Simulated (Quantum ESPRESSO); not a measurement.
A run of Quantum ESPRESSO 7.5:

pw.in

```
&CONTROL
  calculation = 'scf'
  prefix = 'pwscf'
  outdir = './tmp'
  pseudo_dir = './pseudo'
  tprnfor = .true.
  tstress = .true.
  disk_io = 'low'
/
&SYSTEM
  ibrav = 0
  nat = 2
  ntyp = 2
  ecutwfc = 45
  ecutrho = 360
  nbnd = 14
  occupations = 'smearing'
  smearing = 'fd'
  degauss = 0.00367493
/
&ELECTRONS
  conv_thr = 4d-10
  electron_maxstep = 120
  mixing_beta = 0.5
/
ATOMIC_SPECIES
Ti    47.8670 ti_pbesol_v1.4.uspp.F.UPF
C     12.0110 c_pbesol_v1.2.uspp.F.UPF
CELL_PARAMETERS angstrom
   0.0000000000    2.1657188437    2.1657188437
   2.1657188437    0.0000000000    2.1657188437
   2.1657188437    2.1657188437    0.0000000000
ATOMIC_POSITIONS crystal
Ti     0.0000000000    0.0000000000    0.0000000000
C      0.5000000000    0.5000000000    0.5000000000
K_POINTS automatic
11 11 11 0 0 0
```

pp_density.in

```
&INPUTPP
  prefix = 'pwscf'
  outdir = './tmp'
  filplot = 'density.dat'
  plot_num = 0
/
&PLOT
  nfile = 1
  filepp(1) = 'density.dat'
  iflag = 3
  output_format = 6
  fileout = 'density.cube'
/
```

The input pp_potential.in:

```
&INPUTPP
  prefix = 'pwscf'
  outdir = './tmp'
  filplot = 'potential.dat'
  plot_num = 11
/
&PLOT
  nfile = 1
  filepp(1) = 'potential.dat'
  iflag = 3
  output_format = 6
  fileout = 'potential.cube'
/
```

Potentials or basis: GBRV 1.5 PBEsol.

Command:

```sh
$ OMP_NUM_THREADS=1 mpirun -n 2 pw.x -nk 2 -in pw.in > pw.out
$ OMP_NUM_THREADS=1 mpirun -n 1 pp.x -in pp_density.in > pp_density.out
$ OMP_NUM_THREADS=1 mpirun -n 1 pp.x -in pp_potential.in > pp_potential.out
```

Hardware: 2 MPI ranks on Arm Neoverse V2, with other jobs on the host.

Problem. Estimate the wall time of this run.

Solution. Run time: 7 s on 2 MPI ranks on Arm Neoverse V2, with other jobs on the host, peak memory 0.14 GiB a rank. Counts: scf iterations 11, k pools 2, bands 14, k points 56, g dense 15665.
